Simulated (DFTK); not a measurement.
Runs of DFTK 0.8.2 on Ir. It takes space group Fm-3m (No. 225, cubic). Conventional cell: a = 3.831 Å, b = 3.831 Å, c = 3.831 Å, α = 90.00°, β = 90.00°, γ = 90.00°. Ir (site symmetry m-3m) is surrounded by 12 Ir at 2.71 Å. 

```tsv
task	level	potentials or basis	k mesh	cutoff (eV)	mesh quality	gap on the mesh (eV)	V0 of scaled cells (Å³/atom)	B0 (GPa)
band structure	BJ06	in-house norm-conserving set (r2SCAN, scalar relativistic)	12 × 12 × 12	925	not flagged	none	-	-
equation of state	PBEsol	SG15 1.2 (PBE)	9 × 9 × 9	1225	not flagged	-	14.04	390
band structure	BJ06	in-house norm-conserving set (r2SCAN, scalar relativistic)	11 × 11 × 11	925	not flagged	none	-	-
equation of state	r2SCAN	cp2k.nc.sr.pbe.v0_1.semicore.gth (PBE, GTH)	7 × 7 × 7	2068	coarse	-	14.04	(a)
```

Alike in all rows: no spin polarisation; cell as given; smearing fermi-dirac 0.05 eV.

Fill in the values left out.

(a) 387.

Caveats: some runs use coarse meshes; the potentials were made for another functional, which shifts forces and pressure; the program leaves the constant c of mgga_x_tb09 at 1, so the potential is Becke-Johnson's (BJ06) and not Tran and Blaha's, with levels but no total energy (some runs); spin-orbit coupling is left out, which moves the levels of the heavy elements (some runs); GTH potentials come without recommended cutoffs, and this one wasn't checked for convergence (some runs); the program warned that the kinetic-energy density falls under its von Weizsäcker bound, which can give unphysical results (some runs).

A k mesh can miss the band edges, and the runs leave out spin-orbit coupling on Ir.

A gap of «none» marks a metal or a gap under the smearing width.

Runs at the PBE level aren't shown here.
